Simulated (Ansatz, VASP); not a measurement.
# HC2F (H-CC-F chair monolayer) in two plane-wave programs, part 2 of 2

Aim: how closely do two programs agree when they are given the same cell, functional and k mesh? The structure shown is the start of the Ansatz relaxation below; VASP solves that cell, so the two are compared at the walk's first step.

VASP 6.6.1 and Ansatz 0.2.0.

So far: The structure; Ansatz: relaxation, PBE with D3(BJ).

## (3) VASP: single point, PBE with D3(BJ), start cell

Level of this step: PBE with D3(BJ); plane waves and PAW (F, C, H) (VASP).

The same cell, functional, mesh and smearing now go to VASP, with its own data sets.

Lines of VASP's logs that name or quote its potential files are left out, and so is its time.

INCAR reads:

```
SYSTEM = HC2F
PREC = Accurate
ENCUT = 520
EDIFF = 1E-06
NELM = 120
ISMEAR = -1
SIGMA = 0.05
LREAL = .FALSE.
ALGO = Normal
GGA = PE
IVDW = 12
NBANDS = 14
LORBIT = 11
LWAVE = .FALSE.
LCHARG = .FALSE.
ISIF = 2
LDIPOL = .TRUE.
IDIPOL = 3
DIPOL = 0.5 0.5 0.502
LVHAR = .TRUE.
LASPH = .TRUE.
GGA_COMPAT = .FALSE.
EFERMI = MIDGAP
NELMDL = -8
```

POSCAR reads:

```
HC2F
1.0
    2.5080000000      0.0000000000      0.0000000000
   -1.2540000000      2.1719920000      0.0000000000
    0.0000000000      0.0000000000     36.8066670000
F C H
1 2 1
Direct
    0.6666665899      0.3333331799      0.4605143954
    0.6666665899      0.3333331799      0.4966491533
    0.3333331799      0.6666663597      0.5104147844
    0.3333331799      0.6666663597      0.5394856046
```

KPOINTS reads:

```
Automatic mesh
0
Gamma
18 18 1
0 0 0
```

PAW data sets: F, C and H (PBE family, release 64).

On the command line:

```sh
$ mpirun -np 1 vasp_std
```

Numbers of over 12 decimals in the logs are rounded to 6 here.

Output:

```text
[banner, memory and clock lines left out]
running    1 mpi-ranks, on    1 nodes
 distrk:  each k-point on    1 cores,    1 groups
 distr:  one band on    1 cores,    1 groups

 POSCAR found type information on POSCAR F C H
 POSCAR found :  3 types and       4 ions
 LDA part: xc-table for (Slater+PW92), standard interpolation
 POSCAR, INCAR and KPOINTS ok, starting setup
 FFT: planning ... GRIDC
 FFT: planning ... GRID_SOFT
 FFT: planning ... GRID
 WAVECAR not read
 entering main loop
       N       E                     dE             d eps       ncg     rms          rms(c)
DAV:   1     0.119433778534E+03    0.11943E+03   -0.65557E+03  1252   0.830E+02
DAV:   2    -0.158658050917E+02   -0.13530E+03   -0.11613E+03  1774   0.179E+02
DAV:   3    -0.267991600244E+02   -0.10933E+02   -0.10843E+02  1406   0.684E+01
DAV:   4    -0.269894350537E+02   -0.19028E+00   -0.18942E+00  1466   0.981E+00
DAV:   5    -0.269932251877E+02   -0.37901E-02   -0.37797E-02  1366   0.128E+00
DAV:   6    -0.269933485393E+02   -0.12335E-03   -0.12305E-03  1426   0.201E-01
DAV:   7    -0.269933521892E+02   -0.36498E-05   -0.36492E-05  1360   0.313E-02
DAV:   8    -0.269933523448E+02   -0.15565E-06   -0.15539E-06  1200   0.556E-03    0.822E+00
DAV:   9    -0.256513826215E+02    0.13420E+01   -0.16435E+00  1354   0.104E+01    0.440E+00
DAV:  10    -0.253457942426E+02    0.30559E+00   -0.73012E-01  1446   0.624E+00    0.178E+00
DAV:  11    -0.253064212282E+02    0.39373E-01   -0.11894E-01  1500   0.254E+00    0.486E-01
DAV:  12    -0.253015101901E+02    0.49110E-02   -0.11566E-02  1434   0.853E-01    0.259E-01
DAV:  13    -0.252980855534E+02    0.34246E-02   -0.42169E-03  1486   0.482E-01    0.746E-02
DAV:  14    -0.252967659161E+02    0.13196E-02   -0.65443E-04  1458   0.268E-01    0.483E-02
[...]
DAV:  20    -0.252971424161E+02   -0.70860E-04   -0.57196E-06  1120   0.132E-02    0.198E-03
DAV:  21    -0.252972166136E+02   -0.74197E-04   -0.56977E-06  1084   0.113E-02    0.190E-03
DAV:  22    -0.252972403015E+02   -0.23688E-04   -0.63842E-07   944   0.441E-03    0.107E-03
DAV:  23    -0.252972541833E+02   -0.13882E-04   -0.59506E-07   846   0.488E-03    0.885E-04
DAV:  24    -0.252972614249E+02   -0.72416E-05   -0.23907E-07   824   0.296E-03    0.252E-04
DAV:  25    -0.252972627289E+02   -0.13040E-05   -0.60266E-08   920   0.143E-03    0.164E-04
DAV:  26    -0.252972642055E+02   -0.14766E-05   -0.15000E-08   806   0.937E-04    0.723E-05
DAV:  27    -0.252972646030E+02   -0.39750E-06   -0.32737E-09   956   0.377E-04
   1 F= -.25589738E+02 E0= -.25589738E+02  d E =-.750322E-11
```

From OUTCAR (step 3):

```text
ion  position               nearest neighbor table
   1  0.667  0.333  0.461-   2 1.33
   2  0.667  0.333  0.497-   1 1.33   3 1.53   3 1.53   3 1.53
   3  0.333  0.667  0.510-   4 1.07   2 1.53   2 1.53   2 1.53
   4  0.333  0.667  0.539-   3 1.07

  LATTYP: Found a hexagonal cell.
 ALAT       =     2.5080000000
 C/A-ratio  =    14.6757045455

 Subroutine GETGRP returns: Found  6 space group operations
 (whereof  6 operations were pure point group operations)

The static configuration has the point symmetry C_3v.

 Found     37 irreducible k-points:

   k-points           NKPTS =     37   k-points in BZ     NKDIM =     37   number of bands    NBANDS=     14

   dimension x,y,z NGX =    20 NGY =   20 NGZ =  280
   dimension x,y,z NGXF=    40 NGYF=   40 NGZF=  560

   ENCUT  =  520.0 eV  38.22 Ry    6.18 a.u.   4.66  4.66 68.44*2*pi/ulx,y,z

   NELECT =      16.0000    total number of electrons

 k-points in reciprocal lattice and weights: Automatic mesh
   0.00000000  0.00000000  0.00000000       0.003
   0.05555556  0.00000000  0.00000000       0.019
   0.11111111  0.00000000  0.00000000       0.019
   0.16666667  0.00000000  0.00000000       0.019
   0.22222222  0.00000000  0.00000000       0.019
   0.27777778  0.00000000  0.00000000       0.019
   0.33333333  0.00000000  0.00000000       0.019
   0.38888889  0.00000000  0.00000000       0.019
   0.44444444  0.00000000  0.00000000       0.019
[...]
0.33333333  0.27777778  0.00000000       0.037
   0.33333333  0.33333333  0.00000000       0.006

 dipolmoment           0.000000      0.000000     -0.142458 electrons x Angstroem

 average (electrostatic) potential at core
       1 -83.9462       2 -60.0738       3 -58.5190       4 -42.5917

 E-fermi :  -3.1576

 k-point     1 :       0.0000    0.0000    0.0000
  band No.  band energies     occupation
    ...
      4      -9.8455      2.00000
      5      -7.8781      2.00000
      6      -7.8781      2.00000
      7      -4.2694      2.00000
      8      -4.2694      2.00000
      9      -2.0459      0.00000
     10      -1.0589      0.00000
     11      -0.5766      0.00000
     12       0.0460      0.00000
     13       0.9079      0.00000
    ...

 k-point     2 :       0.0556    0.0000    0.0000
  band No.  band energies     occupation
    ...
      4      -9.8662      2.00000
      5      -8.0279      2.00000
      6      -7.9362      2.00000
      7      -4.5499      2.00000
      8      -4.3782      2.00000
      9      -1.9486      0.00000
     10      -0.9603      0.00000
     11      -0.4772      0.00000
     12       0.1474      0.00000
     13       1.0141      0.00000
    ...

 k-point     3 :       0.1111    0.0000    0.0000
  band No.  band energies     occupation
    ...
      4      -9.9598      2.00000
      5      -8.4368      2.00000
      6      -8.1045      2.00000
      7      -5.2421      2.00000
      8      -4.6556      2.00000
      9      -1.6681      0.00000
     10      -0.6653      0.00000
     11      -0.1819      0.00000
     12       0.4453      0.00000
     13       1.3186      0.00000
    ...

 Edisp (eV)   -0.29247

  Total       2.26372     2.26372     3.70975     0.00000    -0.00000     0.00000
  in kB      18.08923    18.08924    29.64445     0.00000    -0.00000     0.00000
  external pressure =       21.94 kB  Pullay stress =        0.00 kB

  energy-cutoff  :      520.00
  volume of cell :      200.50
      direct lattice vectors                 reciprocal lattice vectors
     2.508000000  0.000000000  0.000000000     0.398724083  0.230203426  0.000000000
    -1.254000000  2.171992000  0.000000000     0.000000000  0.460406852  0.000000000
     0.000000000  0.000000000 36.806667000     0.000000000  0.000000000  0.027168991

 POSITION                                       TOTAL-FORCE (eV/Angst)
 -----------------------------------------------------------------------------------
      1.25400      0.72400     16.95000        -0.000000      0.000000     -2.094564
      1.25400      0.72400     18.28000        -0.000000     -0.000000      2.399958
      0.00000      1.44799     18.78667         0.000000     -0.000000     -1.378899
      0.00000      1.44799     19.85667        -0.000000     -0.000000      1.073505
 -----------------------------------------------------------------------------------
    total drift:                                0.000000      0.000935     -0.000386

  FREE ENERGIE OF THE ION-ELECTRON SYSTEM (eV)
  ---------------------------------------------------
  free  energy   TOTEN  =       -25.5897376763 eV

  energy  without entropy=      -25.5897376763  energy(sigma->0) =      -25.58973768

 vacuum level on the upper side and lower side of the slab        -1.144         3.588

 total charge
# of ion       s       p       d       tot
------------------------------------------
    1        1.755   4.407   0.000   6.162
    2        0.827   1.704   0.000   2.531
    3        0.851   1.806   0.000   2.656
    4        0.675   0.050   0.000   0.725
--------------------------------------------------
tot          4.108   7.966   0.000  12.074

[... 3 further parts left out ...]
```

## (4) Differences

Known differences besides the potentials themselves: Ansatz cuts the interaction across the vacuum, VASP repeats the sheet with a dipole correction; the cutoff is 420 eV in Ansatz and 520 eV in VASP. Total energies have different zeros and are not compared.

Forces (eV/Å; atoms numbered as in POSCAR):

```
atom        Ansatz x, y, z          VASP x, y, z
  F1  0.000, 0.000, -1.639  0.000, 0.000, -2.095
  C2   0.000, 0.000, 1.995   0.000, 0.000, 2.400
  C3  0.000, 0.000, -1.400  0.000, 0.000, -1.379
  H4   0.000, 0.000, 1.045   0.000, 0.000, 1.074
```

The forces differ by 176 meV/Å r.m.s., which is 16.8 % of the r.m.s. force of 1.049 eV/Å (both taken over all components). With vacuum in the cell, a pressure given here is an average over mostly empty space and none of the material.

## (5) Summary of results

```json
{
  "r.m.s. force difference (single point, PBE with D3(BJ), start cell)": "17 % of the r.m.s. force"
}
```

What this shows: The r.m.s. force difference is 17 % of the r.m.s. force (single point, PBE with D3(BJ), start cell), beyond the 3 % picked in this series as the mark of a large difference. What causes the difference of the single point, PBE with D3(BJ), start cell pair stays open here. 1 further run of this series is not shown here. How closely two codes agree says nothing of how well the functional describes the real material.

[Lines on the potential files, build, host, timing and source positions are cut from VASP's logs without a mark.]

[Logs are printed without paths, hosts, clocks, repeated set-up lines and the standing remarks that a program may print on its own settings, such as how far it seeks lower states.]

[Hosts, paths, dates, database ids (printed as entryN), source tags and the programs' standing remarks are cut or masked in the printed files.]
